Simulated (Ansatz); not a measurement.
# HSE06 against PBE: Kohn-Sham gap in amorphous Si–O–P cells

Calculated with Ansatz 0.2.0: Kohn-Sham DFT, HSE06, PAW (set soft_2), plane waves; cutoff 420 eV, Γ point, fermi-dirac smearing of 0.025 eV. Cell and atoms of each member were relaxed first with PBE on the 1×1×1 mesh. First member, as built: 84 atoms (28 Si, 56 O) placed at random at 2.2 g/cm³, melted at 5000 K for 10 ps at fixed volume with the Morse and Coulomb pair potential with partial charges (Pedone, Malavasi, Menziani, Cormack and Segre, J. Phys. Chem. B 110, 11780 (2006)). Quenched from 5000 K to 300 K at 50 K/ps and fixed volume, held 5 ps, then minimised at fixed cell. Last member, as built: 120 atoms (19 Si, 18 P, 83 O) placed at random at 2.3 g/cm³, melted at 5000 K for 10 ps at fixed volume with the Morse and Coulomb pair potential with partial charges (Pedone, Malavasi, Menziani, Cormack and Segre, J. Phys. Chem. B 110, 11780 (2006)). Quenched from 5000 K to 300 K at 50 K/ps and fixed volume, held 5 ps, then minimised at fixed cell. Each member is solved with PBE and with HSE06 on the same k-mesh and geometry; rows are sorted by gap, not by place in the series. The gap is that between the highest filled and the lowest empty Kohn-Sham level on the run's k-points.

| gap with PBE (eV) | gap with HSE06 (eV) | mole fraction of P2O5 | formula |
| --- | --- | --- | --- |
| 2.899 | 4.680 | 0.321 | Si19P18O83 |
| 3.016 | ? | ? | ? |
| 3.555 | 5.228 | 0.071 | Si26P4O62 |
| 3.751 | 5.567 | 0.214 | Si22P12O74 |
| 3.937 | 5.709 | 0.143 | Si24P8O68 |
| 4.311 | 6.089 | 0.107 | Si25P6O65 |
| 4.346 | 6.152 | 0.036 | Si27P2O59 |
| 5.375 | 7.191 | 0 | Si28O56 |

**Question.** Fit a straight line to the rows given and interpolate to the withheld row.

Worked fit:

Take u as the gap with PBE and v as that with HSE06.

```
u (eV)  v (eV)
 2.899  4.6797
3.5548  5.2278
3.7513  5.5669
3.9368  5.7087
 4.311  6.0891
4.3461  6.1524
5.3751  7.1912
```

With n = 7: mean u = 4.02487, mean v = 5.80226, Σ(u − ū)² = 3.5793, Σ(u − ū)(v − v̄) = 3.6765. Slope b = 3.6765 / 3.5793 = 1.0271; intercept a = v̄ − b ū = 1.6682.

At u = 3.016, v = a + b u.

Prediction at 3.016: 4.766 eV. The run gave 4.783 eV, so the fit is low by 0.017 eV (0.35 % of the value).

The slope is 1.03; over all rows the hybrid's shift lies between 1.67 and 1.82 eV. Among the rows given, the largest miss of the fit is at 3.555, by 0.092 eV (3.6 % of the range of the table).

Limits: One quenched sample a member. The mesh needn't hold the band edges. In these disordered cells defect or tail levels can set the gap, so it needn't be a band gap.

[Logs are printed without paths, hosts, clocks, repeated set-up lines and the standing remarks that a program may print on its own settings, such as how far it seeks lower states.]

[Hosts, paths, dates, database ids (printed as entryN), source tags and the programs' standing remarks are cut or masked in the printed files.]
